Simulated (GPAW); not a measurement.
HgTe (Coloradoite):

```
CELL_PARAMETERS angstrom
0.00000 3.21450 3.21450
3.21450 0.00000 3.21450
3.21450 3.21450 0.00000
ATOMIC_POSITIONS crystal
Hg 0.00000 0.00000 0.00000
Te 0.75000 0.75000 0.75000
```

Base run:

| Item | Value |
| --- | --- |
| Program | GPAW 26.7.0 |
| Functional | SOGGA |
| Potentials or basis | PAW data sets generated in the run's folder for this functional |
| Cutoff | 600 eV |
| Basis | pw |
| k mesh | 6 × 6 × 6 |
| Occupations | fermi-dirac, width 0.05 eV |
| Spin | spin-orbit coupling, no magnetisation |

Its results: pressure 1.7 GPa.

Q: The run is repeated on the same cell with these changes: functional from SOGGA to OLYP; band points from 100 to 60. What comes out?

A: Pressure 6.1 GPa.

Caveats: spin-orbit coupling was added after a scalar SCF, so levels and gaps hold it while energy, forces, pressure and moments don't.

Not every run made on this cell is shown here.
